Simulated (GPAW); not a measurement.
Wanted: an ASE script for a GPAW 26.7.0 run.

```yaml
Task: relaxation of cell and atoms
Functional: LDA
Potentials_or_basis: the program's PAW data sets (release 1.2.1) made for this functional
Cutoff: 800 eV
Basis: pw
k_mesh: 13 × 13 × 13
Occupations: fermi-dirac, width 0.05 eV
Spin: no spin polarisation
Target_pressure: 10 GPa
Maxiter: 150
Optimizer: BFGS
Fmax: 0.05 eV/Å
Max_steps: 100
Target_pressure: 10 GPa
Convergence: density=1e-05 forces=0.0001
```

The system is BN.

```
N B
1.0
     0.00000    1.81300    1.81300
     1.81300    0.00000    1.81300
     1.81300    1.81300    0.00000
N B
1 1
Direct
  0.25000 0.25000 0.25000
  0.00000 0.00000 0.00000
```

The cell is a database's computed one.

One way to write it, as run:

run.py

```python
from ase import Atoms
from ase.filters import FrechetCellFilter
from ase.io import write
from ase.optimize import BFGS
from ase.units import GPa
from gpaw import GPAW, PW

atoms = Atoms(['N', 'B'],
              cell=[[0.0, 1.813001, 1.813001],
                    [1.813001, 0.0, 1.813001],
                    [1.813001, 1.813001, 0.0]],
              scaled_positions=[[0.25, 0.25, 0.25],
                                [0.0, 0.0, 0.0]],
              pbc=True)

calc = GPAW(mode=PW(800),
            xc='LDA',
            kpts={'size': (13, 13, 13), 'gamma': True},
            occupations={'name': 'fermi-dirac', 'width': 0.05},
            nbands=11,
            convergence={'density': 1e-05, 'forces': 0.0001},
            maxiter=150,
            txt='gpaw.txt')
atoms.calc = calc
opt = BFGS(FrechetCellFilter(atoms, scalar_pressure=10 * GPa), trajectory='relax.traj', logfile='-')
done = opt.run(fmax=0.05, steps=100)
calc.write('gs.gpw')
write('result.traj', atoms)
print('Converged:', done)
print('Cell:', atoms.cell.cellpar().round(4))
print('Volume:', round(atoms.get_volume(), 4))
print(atoms.get_scaled_positions().round(5))
```

Potentials or basis: the program's PAW data sets (release 1.2.1) made for this functional, pw.

The run is started by

```sh
$ OMP_NUM_THREADS=1 python run.py
```

It gave:

```yaml
Relaxed_volume: 5.57 Å³/atom
Relaxed_cell: a = 2.508 Å, b = 2.508 Å, c = 2.508 Å, α = 60.00°, β = 60.00°, γ = 60.00°
Space_group_after_relaxing_to_0.05_Å: F-43m (No. 216)
Energy_change_on_relaxing_the_enthalpy_is_what_falls: -3.4 meV/atom
Ionic_steps: 3
Pressure_after_relaxing: 11.0 GPa
Band_gap_on_the_k_mesh: 4.50 eV, indirect (least direct gap 8.97 eV)
```

Caveat: later steps reuse the first step's grids; an odd mesh through Γ misses points on the zone boundary, where band edges often lie.

Wall time 40 s on 1 thread of Arm Neoverse V1, on a shared host, peak memory 0.17 GiB.
